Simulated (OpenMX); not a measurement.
## GaAs under changes of volume

One of the cells (22.590 Å³/atom); the others are scaled copies at fixed shape and fractional positions:

```
CELL_PARAMETERS angstrom
0.00000 2.82685 2.82685
2.82685 0.00000 2.82685
2.82685 2.82685 0.00000
ATOMIC_POSITIONS crystal
As 0.75000 0.75000 0.75000
Ga 0.00000 0.00000 0.00000
```

```yaml
Program: OpenMX 3.8.5
Functional: LDA
Potentials_or_basis: OpenMX 2013 LDA set, As7.0-s3p2d2, Ga7.0-s3p2d2, fixed grid of 45 × 45 × 45 points
k_mesh: 9 × 9 × 9
Occupations: fermi-dirac, width 0.05 eV
Spin: no spin polarisation
```

| volume (Å³/atom) | energy over the lowest point (meV/atom) | gap on the mesh (eV) |
| --- | --- | --- |
| 21.234 | 26.66 | 1.03 |
| 21.686 | ? | ? |
| 22.138 | 4.35 | 0.65 |
| 22.590 | 0.21 | 0.48 |
| 23.041 | 0.00 | 0.31 |
| 23.493 | 2.97 | 0.14 |
| 23.945 | 9.14 | none |

Question: What does the run at 21.686 Å³/atom give?

Answer: Energy over the lowest point 13.08 meV/atom; gap on the mesh 0.84 eV.

Worked out: A Birch-Murnaghan fit of order 3 (a polynomial in V^(-2/3)) to the other rows has its minimum at 22.85 Å³/atom with B0 = V·E''(V) = 64 GPa and B' = 5.8. It gives 12.97 meV/atom at 21.686 Å³/atom, against the run's 13.08.

Energies are extrapolated to zero smearing.

Caveats: the basis has few d functions beyond the semicore shells, which can make volumes several per cent too large; the basis of atomic orbitals isn't converged, which shifts pressures, moduli and gaps; an odd mesh through Γ misses points on the zone boundary, where band edges often lie (some runs). Spin-orbit coupling on As, Ga is left out.

A gap of «none» marks a metal or a gap under the smearing width.
